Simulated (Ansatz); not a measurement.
# TiTe2: the cost of one run

Computed with Ansatz 0.2.0 (DFT r²SCAN, scalar-relativistic, plane waves, PAW (the target; the first runs use scalar-relativistic PBE), unless a step's input says otherwise).

2 further runs of the same task are left out: 1 that didn't finish, 1 set aside as unsound or not needed.

## 1. The system as given

Symmetry: P-3m1, No. 164, trigonal system. Conventional cell: a = 3.872 Å, b = 3.872 Å, c = 6.246 Å, α = 90.00°, β = 90.00°, γ = 120.00°. Ti (site symmetry -3m) is surrounded by 6 Te at 2.73 Å. Around Te (site symmetry 3m) lie 3 Ti at 2.73 Å.

Structure file:

```
Ti Te
1.0
     3.87170    0.00000    0.00000
    -1.93585    3.35299    0.00000
     0.00000    0.00000    6.24585
Ti Te
1 2
Direct
  0.00000 0.00000 0.00000
  0.33333 0.66667 0.25200
  0.66667 0.33333 0.74800
```

## 2. Full relaxation (PBE, 6×6×4 mesh)

Contents of input.yaml:

```yaml
crystal:
  lattice:
    - [3.8716992167, 0.0, 0.0]
    - [-1.9358496083, 3.3529898774, 0.0]
    - [0.0, 0.0, 6.2458543967]
  atoms:
    - { symbol: Ti, position: [0.0, 0.0, 0.0] }
    - { symbol: Te, position: [0.3333333333, 0.6666666667, 0.252] }
    - { symbol: Te, position: [0.6666666667, 0.3333333333, 0.748] }
basis:
  ecutwfc: 420
  ecutrho_ratio: 4
kpoints:
  mp_grid: { grid: [6, 6, 4] }
hamiltonian:
  xc: pbe
scf:
  occupations: { method: gaussian, width: 0.05 }
output:
  forces: true
  stress: true
  eigenvalues: true
relax:
  f_tol: 0.03
  max_steps: 60
  cell: { stress_tol: 0.3 }
```

Command:

```sh
$ ansatz run input.yaml --threads 4 --pin off --max-ram 7168MiB --backend cpu --events-out ev --progress --plain --runs-dir out
```

What time and memory should one allow on 4 threads of Arm Neoverse V2, shared host?

About 5.8 s, with a peak of 0.42 GiB.
